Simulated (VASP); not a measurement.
# KCl in VASP: notebook

KCl is run at these levels: PBE; tasks: single point.

Everything below comes from runs of VASP 6.6.1. Logs are shortened: lines on timing, memory, paths and dates and some standing lists are left out, and cuts for length are marked.

**Measured values to compare with.**

A printed reference work, monograph reports, for a bulk crystal of KCl: band gap 8.68 eV.

The results are compared with them further down.

### 1 The cell of the first run

The structure is tetragonal, space group I4/mmm (No. 139). Conventional cell: a = 4.447 Å, b = 4.447 Å, c = 6.393 Å, α = 90.00°, β = 90.00°, γ = 90.00°. K (site symmetry 4/mmm) has 6 Cl at 3.14 to 3.20 Å within 4.1 Å. Within 4.1 Å of Cl (site symmetry 4/mmm) lie 6 K at 3.14 to 3.20 Å.

### 2 Single point, PBE (uniaxial x strain +1.6%)

Input file INCAR:

```
SYSTEM = KCl
PREC = Accurate ; ENCUT = 520
EDIFF = 1E-6 ; ISMEAR = 0
SIGMA = 0.01 ; LREAL = .False.
LASPH = .True. ; NELM = 80
ALGO = Normal ; ISIF = 2
LWAVE = .False. ; LCHARG = .False.
GGA = PE ; NBANDS = 15
```

Input file KPOINTS:

```
regular mesh
0
Gamma
  4 4 4
  0 0 0
```

Input file POSCAR:

```
KCl
1.0
    0.0000000000      3.1448471213      3.1448471213
    3.1964226141      0.0000000000      3.1448471213
    3.1964226141      3.1448471213      0.0000000000
K Cl
1 1
Direct
    0.0000000000      0.0000000000      0.0000000000
    0.5000000000      0.5000000000      0.5000000000
```

Potentials or basis: VASP PAW PBE potentials, release 64 (K_sv, Cl).

The run is started by

```bash
cat potpaw_PBE.64/K_sv/POTCAR potpaw_PBE.64/Cl/POTCAR > POTCAR
mpirun -np 1 vasp_std > vasp.out
```

OUTCAR:

```text
SYSTEM = KCl
   PREC = Accurate
   ENCUT = 520
   EDIFF = 1E-6
   ISMEAR = 0
   LREAL = .False.
   LASPH = .True.
   NELM = 80
   ISIF = 2
   GGA = PE

 ion  position               nearest neighbor table
   1  0.000  0.000  0.000-   2 3.14   2 3.14   2 3.14   2 3.14   2 3.20   2 3.20
   2  0.500  0.500  0.500-   1 3.14   1 3.14   1 3.14   1 3.14   1 3.20   1 3.20

  LATTYP: Found a body centered tetragonal cell.
 ALAT       =     4.4474854505
 C/A-ratio  =     1.4374066648

  Lattice vectors:

 A1 = (   3.1964226141,   0.0000000000,   3.1448471213)
 A2 = (   3.1964226141,   0.0000000000,  -3.1448471213)
 A3 = (  -3.1964226141,   3.1448471213,   0.0000000000)

Analysis of symmetry for initial positions (statically):
=====================================================================
 Subroutine PRICEL returns:
 Original cell was already a primitive cell.

 Routine SETGRP: Setting up the symmetry group for a
 body centered tetragonal supercell.

 Subroutine GETGRP returns: Found 16 space group operations
 (whereof 16 operations were pure point group operations)
 out of a pool of 16 trial point group operations.

The static configuration has the point symmetry D_4h.

Analysis of symmetry for dynamics (positions and initial velocities):
=====================================================================
 Subroutine PRICEL returns:
 Original cell was already a primitive cell.

 Routine SETGRP: Setting up the symmetry group for a
 body centered tetragonal supercell.

 Subroutine GETGRP returns: Found 16 space group operations
 (whereof 16 operations were pure point group operations)
 out of a pool of 16 trial point group operations.

The dynamic configuration has the point symmetry D_4h.

 Subroutine INISYM returns: Found 16 space group operations
 (whereof 16 operations are pure point group operations),
 and found     1 'primitive' translations

----------------------------------------------------------------------------------------

                                     Primitive cell

  volume of cell :      63.2256

  direct lattice vectors                    reciprocal lattice vectors
     0.000000000  3.144847121  3.144847121    -0.156424873  0.158990240  0.158990240
     3.196422614  0.000000000  3.144847121     0.156424873 -0.158990240  0.158990240
     3.196422614  3.144847121  0.000000000     0.156424873  0.158990240 -0.158990240

  length of vectors
     4.447485451  4.484103137  4.484103137     0.273906068  0.273906068  0.273906068

  position of ions in fractional coordinates (direct lattice)
[... 79 lines left out ...]
   NUPDOWN=      -1.0000    fix difference up-down
   EMIN   =  10.00;   EMAX   =-10.00  energy-range for DOS
   EFERMI =   0.00;   METHOD = LEGACY
   ISMEAR =     0;   SIGMA  =   0.01  broadening in eV -4-tet -1-fermi 0-gaus
   EFERMI_NEDOS =   21; number of points for ismear=-14 and -15
   IALGO  =     38    algorithm
   IMIX   =      4    mixing-type and parameters
     AMIX     =   0.40;   BMIX     =  1.00
     AMIX_MAG =   1.60;   BMIX_MAG =  1.00
  volume/ion in A,a.u.               =      31.61       213.33
  Fermi-wavevector in a.u.,A,eV,Ry     =   1.035501  1.956813 14.589007  1.072262
  Thomas-Fermi vector in A             =   2.169847
   LORBIT       =      0    0 simple, 1 ext, 2 COOP (PROOUT), +10 PAW based schemes
   GGA     = PE    functional components
   LHFCALC =     F    Hartree Fock is set to
   AEXX    =    0.0000 exact exchange contribution
   IVDW    =     0    specifies the selected vdW correction
   LEPSILON=     F    determine dielectric tensor
   LRPA    =     F    only Hartree local field effects (RPA)
 non-spin polarized calculation
 Gauss-broadening in eV      SIGMA  =   0.01
  energy-cutoff  :      520.00
  volume of cell :       63.23
 maximum number of plane-waves:      1712
 NGX is ok and might be reduce to    36
   NGX = 17   NGY = 17   NGZ = 17

 number of electron      15.9999999 magnetization

 Free energy of the ion-electron system (eV)
  ---------------------------------------------------
  ext. energy  EPLUGINS =         0.00000000
  ---------------------------------------------------
  free energy    TOTEN  =        -6.80642648 eV

  energy without entropy =       -6.80642648  energy(sigma->0) =       -6.80642648

 E-fermi :  -1.8500     XC(G=0):  -7.4787

 val. band max:       -1.8965138889   @ k =   0.0000   0.0000   0.0000
 cond. band min:       3.2357053650   @ k =   0.0000   0.0000   0.0000
 fundamental gap:      5.1322192540
 Fermi energy:        -1.8500089723

 k-point     1 :       0.0000    0.0000    0.0000
  band No.  band energies     occupation
      1     -29.1336      2.00000
      2     -14.0013      2.00000
      3     -12.5954      2.00000
      4     -12.5937      2.00000
      5     -12.5937      2.00000
      6      -1.9058      2.00000
      7      -1.8965      2.00000
      8      -1.8965      2.00000
      9       3.2357      0.00000
     10       6.4057      0.00000
     11       6.5064      0.00000
     12       6.5064      0.00000
     13       7.3046      0.00000
     14       7.3785      0.00000
[... 203 lines left out ...]
      2     -13.9068      2.00000
      3     -12.7274      2.00000
      4     -12.6435      2.00000
      5     -12.6435      2.00000
      6      -2.5624      2.00000
      7      -2.1073      2.00000
      8      -2.1073      2.00000
      9       4.6607      0.00000
     10       6.3708      0.00000
     11       8.0170      0.00000
     12       8.2857      0.00000
     13       8.6626      0.00000
     14       9.7412      0.00000
     15       9.7412      0.00000

------------------------ aborting loop because EDIFF is reached ----------------------------------------

  FORCE on cell =-STRESS in cart. coord.  units (eV):
  Direction    XX          YY          ZZ          XY          YZ          ZX
  --------------------------------------------------------------------------------------
  -------------------------------------------------------------------------------------
  Total        0.0556351      0.2758210      0.2758210     -0.0000000      0.0000000      0.0000000
  in kB        1.4098287      6.9894763      6.9894763     -0.0000000      0.0000000      0.0000000
  external PRESSURE =       5.1295938 kB  Pullay stress =       0.0000000 kB

 VOLUME and BASIS-vectors are now :
 -----------------------------------------------------------------------------
  energy-cutoff  :      520.00
  volume of cell :       63.23
      direct lattice vectors                 reciprocal lattice vectors
     0.000000000  3.144847121  3.144847121    -0.156424873  0.158990240  0.158990240
     3.196422614  0.000000000  3.144847121     0.156424873 -0.158990240  0.158990240
     3.196422614  3.144847121  0.000000000     0.156424873  0.158990240 -0.158990240

 POSITION                                       TOTAL-FORCE (eV/Angst)
 -----------------------------------------------------------------------------------
      0.00000      0.00000      0.00000         0.000000     -0.000000     -0.000000
      3.19642      3.14485      3.14485        -0.000000      0.000000      0.000000
 -----------------------------------------------------------------------------------
    total drift:                                0.000000      0.000000      0.000000

  FREE ENERGIE OF THE ION-ELECTRON SYSTEM (eV)
  ---------------------------------------------------
  free  energy   TOTEN  =        -6.8064264773 eV

  energy  without entropy=       -6.8064264773  energy(sigma->0) =       -6.80642648
```

OSZICAR:

```text
N       E                     dE             d eps       ncg     rms          rms(c)
DAV:   1     0.105002034232E+03    0.10500E+03   -0.71472E+03   390   0.955E+02
DAV:   2    -0.867364523397E+00   -0.10587E+03   -0.98664E+02   512   0.242E+02
DAV:   3    -0.687312093880E+01   -0.60058E+01   -0.59728E+01   544   0.509E+01
DAV:   4    -0.710057709018E+01   -0.22746E+00   -0.22740E+00   607   0.910E+00
DAV:   5    -0.710226337192E+01   -0.16863E-02   -0.16863E-02   544   0.900E-01    0.327E+00
DAV:   6    -0.680809988625E+01    0.29416E+00   -0.43059E-01   488   0.326E+00    0.267E+00
DAV:   7    -0.679275902981E+01    0.15341E-01   -0.10347E-01   516   0.181E+00    0.154E+00
DAV:   8    -0.680506981027E+01   -0.12311E-01   -0.16411E-02   476   0.951E-01    0.182E-01
DAV:   9    -0.680581463174E+01   -0.74482E-03   -0.91384E-04   509   0.186E-01    0.966E-02
DAV:  10    -0.680641779882E+01   -0.60317E-03   -0.61254E-04   397   0.156E-01    0.178E-02
DAV:  11    -0.680642312479E+01   -0.53260E-05   -0.17913E-05   518   0.247E-02    0.549E-03
DAV:  12    -0.680642618648E+01   -0.30617E-05   -0.42754E-06   389   0.145E-02    0.458E-03
DAV:  13    -0.680642647734E+01   -0.29085E-06   -0.30089E-07   412   0.302E-03
   1 F= -.68064265E+01 E0= -.68064265E+01  d E =-.714115E-13
```

Run time: 21 s. Hardware: 1 thread of Intel Xeon Platinum 8488C (Sapphire Rapids), shared host; peak memory 0.2 GiB.

What came out:

- Free energy: -6.8064 eV
- Pressure: 0.5 GPa
- Band gap on the k mesh: 5.13 eV

Levels at points of the mesh, in eV from the valence-band top:
```tsv
k point	band 6	band 7	band 8	band 9	band 10	band 11
(0.00, 0.00, 0.00)	-0.01	0.00	0.00	5.13	8.30	8.40
(0.50, 0.00, 0.00)	-1.03	-0.32	-0.32	7.54	8.54	10.46
(0.50, 0.50, 0.00)	-0.64	-0.23	-0.23	6.53	8.28	10.02
(0.00, 0.50, 0.50)	-0.67	-0.21	-0.21	6.56	8.27	9.91
```

Caveat: the k points lie up to 0.43 Å⁻¹ apart; the cell differs from its parent crystal (uniaxial x strain +1.6%).

### 3 Single point, PBE (uniaxial z strain -2.0%)

Input file INCAR:

```
SYSTEM = KCl
PREC     = Accurate       ! precision mode
ENCUT    = 520            ! plane-wave cutoff, eV
EDIFF    = 1E-7           ! SCF threshold, eV
ISMEAR   = 0              ! smearing method
SIGMA    = 0.01           ! smearing width, eV
LREAL    = .False.        ! projectors in reciprocal space
LASPH    = .True.         ! aspherical terms in the spheres
NELM     = 80             ! most SCF steps
ALGO     = Normal         ! electronic algorithm
ISIF     = 2              ! what is computed and relaxed
LWAVE    = .False.        ! write WAVECAR
LCHARG   = .False.        ! write CHGCAR
GGA      = PE             ! functional
NBANDS   = 15             ! bands
```

KPOINTS is that of step 2.

Input file POSCAR:

```
KCl
1.0
    0.0000000000      3.1448471213      3.0819501789
    3.1448471213      0.0000000000      3.0819501789
    3.1448471213      3.1448471213      0.0000000000
K Cl
1 1
Direct
    0.0000000000      0.0000000000      0.0000000000
    0.5000000000      0.5000000000      0.5000000000
```

Potentials or basis: VASP PAW PBE potentials, release 64 (K_sv, Cl).

The run is started by

```bash
cat potpaw_PBE.64/K_sv/POTCAR potpaw_PBE.64/Cl/POTCAR > POTCAR
mpirun -np 1 vasp_std > vasp.out
```

OUTCAR:

```text
SYSTEM = KCl
   PREC = Accurate
   ENCUT = 520
   EDIFF = 1E-7
   ISMEAR = 0
   LREAL = .False.
   LASPH = .True.
   NELM = 80
   ISIF = 2
   GGA = PE

 ion  position               nearest neighbor table
   1  0.000  0.000  0.000-   2 3.08   2 3.08   2 3.14   2 3.14   2 3.14   2 3.14
   2  0.500  0.500  0.500-   1 3.08   1 3.08   1 3.14   1 3.14   1 3.14   1 3.14

  LATTYP: Found a body centered tetragonal cell.
 ALAT       =     4.4474854505
 C/A-ratio  =     1.3859292911

  Lattice vectors:

 A1 = (   0.0000000000,  -3.1448471213,  -3.0819501789)
[... 408 lines left out ...]

  FORCE on cell =-STRESS in cart. coord.  units (eV):
  Direction    XX          YY          ZZ          XY          YZ          ZX
  --------------------------------------------------------------------------------------
  -------------------------------------------------------------------------------------
  Total        0.3665216      0.3665216      0.7100789      0.0000000      0.0000000      0.0000000
  in kB        9.6328661      9.6328661     18.6621854      0.0000000      0.0000000      0.0000000
  external PRESSURE =      12.6426392 kB  Pullay stress =       0.0000000 kB

 VOLUME and BASIS-vectors are now :
 -----------------------------------------------------------------------------
  energy-cutoff  :      520.00
  volume of cell :       60.96
      direct lattice vectors                 reciprocal lattice vectors
     0.000000000  3.144847121  3.081950179    -0.158990240  0.158990240  0.162234939
     3.144847121  0.000000000  3.081950179     0.158990240 -0.158990240  0.162234939
     3.144847121  3.144847121  0.000000000     0.158990240  0.158990240 -0.162234939

 POSITION                                       TOTAL-FORCE (eV/Angst)
 -----------------------------------------------------------------------------------
      0.00000      0.00000      0.00000         0.000000     -0.000000      0.000000
      3.14485      3.14485      3.08195        -0.000000      0.000000     -0.000000
 -----------------------------------------------------------------------------------
    total drift:                                0.000000      0.000000      0.000000

  FREE ENERGIE OF THE ION-ELECTRON SYSTEM (eV)
  ---------------------------------------------------
  free  energy   TOTEN  =        -6.7926000164 eV

  energy  without entropy=       -6.7926000164  energy(sigma->0) =       -6.79260002
```

OSZICAR:

```text
N       E                     dE             d eps       ncg     rms          rms(c)
DAV:   1     0.102494528011E+03    0.10249E+03   -0.70012E+03   390   0.947E+02
DAV:   2    -0.975335474650E+00   -0.10347E+03   -0.95100E+02   518   0.237E+02
DAV:   3    -0.684886201692E+01   -0.58735E+01   -0.58431E+01   544   0.497E+01
DAV:   4    -0.707701196684E+01   -0.22815E+00   -0.22812E+00   557   0.882E+00
DAV:   5    -0.707889343016E+01   -0.18815E-02   -0.18814E-02   551   0.921E-01    0.345E+00
DAV:   6    -0.679372185876E+01    0.28517E+00   -0.41570E-01   488   0.328E+00    0.282E+00
DAV:   7    -0.677939369804E+01    0.14328E-01   -0.10277E-01   516   0.183E+00    0.161E+00
DAV:   8    -0.679133091552E+01   -0.11937E-01   -0.15639E-02   467   0.946E-01    0.181E-01
DAV:   9    -0.679200960439E+01   -0.67869E-03   -0.88452E-04   516   0.182E-01    0.989E-02
DAV:  10    -0.679259331425E+01   -0.58371E-03   -0.64817E-04   411   0.155E-01    0.276E-02
DAV:  11    -0.679259663925E+01   -0.33250E-05   -0.24840E-05   526   0.273E-02    0.521E-03
DAV:  12    -0.679259968304E+01   -0.30438E-05   -0.39355E-06   418   0.135E-02    0.358E-03
DAV:  13    -0.679259988830E+01   -0.20527E-06   -0.41497E-07   489   0.374E-03    0.764E-04
DAV:  14    -0.679260000416E+01   -0.11586E-06   -0.44898E-08   321   0.141E-03    0.220E-04
DAV:  15    -0.679260001641E+01   -0.12252E-07   -0.34673E-09   230   0.419E-04
   1 F= -.67926000E+01 E0= -.67926000E+01  d E =-.669026E-25
```

Wall time 16 s (1 thread of Intel Xeon Platinum 8488C (Sapphire Rapids), shared host); peak memory 0.2 GiB.

What came out:

```
Free energy            : -6.7926 eV
Pressure               : 1.3 GPa
Band gap on the k mesh : 5.25 eV
```

Stress tensor (GPa, compression positive):
```
0.96 0.00 0.00
0.00 0.96 0.00
0.00 0.00 1.87
```

Caveat: the k points lie up to 0.44 Å⁻¹ apart; the cell differs from its parent crystal (uniaxial z strain -2.0%).

### 4 Single point, PBE (shear xy strain -2.7%)

Input file INCAR:

```
  ALGO = Normal
  EDIFF = 1E-7
  ENCUT = 520
  GGA = PE
  ISIF = 2
  ISMEAR = 0
  LASPH = True
  LCHARG = True
  LELF = True
  LREAL = False
  LVHAR = True
  LWAVE = False
  NBANDS = 15
  NELM = 80
  PREC = Accurate
  SIGMA = 0.01
```

Input file KPOINTS:

```
k-points
0
Gamma
  4 4 4
```

Input file POSCAR:

```
KCl
1.0
   -0.0421409514      3.1448471213      3.1448471213
    3.1448471213     -0.0421409514      3.1448471213
    3.1027061699      3.1027061699      0.0000000000
K Cl
1 1
Direct
    0.0000000000      0.0000000000      0.0000000000
    0.5000000000      0.5000000000      0.5000000000
```

The run is started by

```bash
cat potpaw_PBE.64/K_sv/POTCAR potpaw_PBE.64/Cl/POTCAR > POTCAR
mpirun -np 1 vasp_std > vasp.out
```

It took 21 s on 1 thread of Intel Xeon Platinum 8488C (Sapphire Rapids), shared host; peak memory 0.2 GiB.

The run converged. Its results:

| Quantity | Value |
| --- | --- |
| Free energy | -6.8022 eV |
| Pressure | 0.8 GPa |
| Band gap on the k mesh | 5.16 eV |

Stress tensor (GPa, compression positive):
```
0.81 0.17 0.00
0.17 0.81 0.00
0.00 0.00 0.81
```

Levels at points of the mesh, in eV from the valence-band top:
| k point | band 4 | band 5 | band 6 | band 7 | band 8 | band 9 | band 10 | band 11 | band 12 | band 13 |
| --- | --- | --- | --- | --- | --- | --- | --- | --- | --- | --- |
| (0.00, 0.00, 0.00) | -10.68 | -10.68 | -0.05 | -0.03 | 0.00 | 5.16 | 8.25 | 8.36 | 8.47 | 9.23 |
| (0.50, 0.00, 0.00) | -10.69 | -10.43 | -1.09 | -0.35 | -0.31 | 7.57 | 8.53 | 10.41 | 10.55 | 11.36 |
| (0.50, 0.50, 0.00) | -10.74 | -10.74 | -0.69 | -0.28 | -0.21 | 6.50 | 8.33 | 10.06 | 10.22 | 10.60 |
| (0.00, 0.00, 0.50) | -10.69 | -10.45 | -1.08 | -0.39 | -0.35 | 7.57 | 8.62 | 10.46 | 10.61 | 11.27 |
| (0.50, 0.00, 0.50) | -10.74 | -10.74 | -0.69 | -0.25 | -0.25 | 6.51 | 8.33 | 10.06 | 10.21 | 10.60 |

Caveat: the k points lie up to 0.44 Å⁻¹ apart; the cell differs from its parent crystal (shear xy strain -2.7%).

### 5 Single point, PBE

This run uses another cell than the first one, of 31.10 Å³/atom.

Input file INCAR:

```
SYSTEM = KCl
PREC = Accurate
ENCUT = 520
EDIFF = 1E-6
ISMEAR = -1
SIGMA = 0.02
LREAL = .FALSE.
LASPH = .TRUE.
NELM = 60
ALGO = Normal
ISIF = 2
LWAVE = .FALSE.
LCHARG = .FALSE.
GGA = PE
NBANDS = 15
```

Input file KPOINTS:

```
regular mesh
0
G
  8 8 8
  0 0 0
```

Input file POSCAR:

```
KCl
1.0
    0.0000000000      3.1448471213      3.1448471213
    3.1448471213      0.0000000000      3.1448471213
    3.1448471213      3.1448471213      0.0000000000
K Cl
1 1
Direct
    0.0000000000      0.0000000000      0.0000000000
    0.5000000000      0.5000000000      0.5000000000
```

The run is started by

```bash
cat potpaw_PBE.64/K_sv/POTCAR potpaw_PBE.64/Cl/POTCAR > POTCAR
mpirun -np 1 vasp_std > vasp.out
```

It took 24 s on 1 thread of Intel Xeon Platinum 8488C (Sapphire Rapids), shared host; peak memory 0.2 GiB.

It converged, with:

```yaml
Free_energy: -6.8034 eV
Pressure: 0.8 GPa
Band_gap_on_the_k_mesh: 5.19 eV
```

Levels at points of the mesh, in eV from the valence-band top:
```tsv
k point	band 5	band 6	band 7	band 8	band 9	band 10	band 11	band 12
(0.00, 0.00, 0.00)	-10.66	0.00	0.00	0.00	5.19	8.38	8.38	8.38
(0.50, 0.00, 0.00)	-10.41	-1.06	-0.33	-0.33	7.60	8.61	10.53	10.53
(0.50, 0.50, 0.00)	-10.71	-0.66	-0.22	-0.22	6.53	8.36	10.08	10.24
```

### 6 The runs side by side

| cell | k mesh | smearing | gap on the mesh (eV) | pressure (GPa) |
| --- | --- | --- | --- | --- |
| a = 4.447, b = 4.484, c = 4.484 Å, angles 59.5, 60.3, 60.3°, 2 atoms | 4 × 4 × 4 | gaussian 0.01 eV | 5.13 | 0.5 |
| a = 4.403, b = 4.403, c = 4.447 Å, angles 59.7, 59.7, 60.7°, 2 atoms | 4 × 4 × 4 | gaussian 0.01 eV | 5.25 | 1.3 |
| a = 4.448, b = 4.448, c = 4.388 Å, angles 60.4, 60.4, 60.9°, 2 atoms | 4 × 4 × 4 | gaussian 0.01 eV | 5.16 | 0.8 |
| a = 4.447 Å, angles 60.0°, 2 atoms | 8 × 8 × 8 | fermi-dirac 0.02 eV | 5.19 | 0.8 |

Alike in all rows: task single point; level PBE; potentials or basis VASP PAW PBE potentials, release 64 (K_sv, Cl); no spin polarisation; cutoff (eV) 520.

Caveats: some runs use coarse meshes.

Total energies depend on the potentials used, so only differences within one code and one set of settings carry meaning.

### 7 Comparison with measurements

Step 5. Measured gap of KCl: 8.68 eV (a printed reference work, monograph). This calculation gives 5.19 eV (-3.49 eV). The value is that of PBE on a finite k mesh, which can miss the band edges, without temperature or zero-point motion. Semilocal functionals fall short of measured gaps as a rule.
